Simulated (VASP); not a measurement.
Crystal: Os.

```
Os
1.0
     2.73410    0.00000    0.00000
    -1.36705    2.36780    0.00000
     0.00000    0.00000    4.31970
Os
2
Direct
  0.66667 0.33333 0.75000
  0.33333 0.66667 0.25000
```

| Property | Result |
| --- | --- |
| Program | VASP 6.6.1 |
| Task | relaxation of cell and atoms |
| Functional | PBEsol |
| Dispersion | D3(BJ) |
| Potentials or basis | VASP PAW PBE potentials, release 64 (Os) |
| Cutoff | 600 eV |
| k mesh | 11 × 11 × 6 |
| Occupations | fermi-dirac, width 0.05 eV |
| Spin | no spin polarisation |

At the start: pressure -9.8 GPa; volume 13.98 Å³/atom.

Question: How do energy, volume and symmetry change on relaxing?

Answer: Over 9 steps the energy falls by 9.7 meV/atom and the volume is 13.67 Å³/atom (-2.2 %); space group P6_3/mmc (No. 194, to 0.05 Å).

Step by step:
```
step  energy change (eV)  largest force (eV/Å)  pressure (GPa)  volume (Å³)
   1              0.0000                0.0000           -9.82        27.96
   2              0.4593                0.0000           62.56        24.64
   3             -0.0193                0.0000           -0.52        27.38
   4             -0.0193                0.0000           -0.08        27.35
   5             -0.0193                0.0000            0.14        27.34
   6             -0.0193                0.0000            0.17        27.34
   7             -0.0193                0.0000            0.16        27.34
   8             -0.0193                0.0000           -0.50        27.38
   9             -0.0193                0.0000           -0.03        27.35
```

Final structure:
```xyz
2
Lattice="2.7129 0.0000 0.0000 -1.3565 2.3495 0.0000 0.0000 0.0000 4.2905" Properties=species:S:1:pos:R:3 pbc="T T T"
Os    1.3565    0.7832    3.2179
Os    0.0000    1.5663    1.0726
```

Caveat: the PAW data sets were made with another functional, which shifts forces and pressure a little; pairwise dispersion overbinds metals, which lowers pressure and volume.
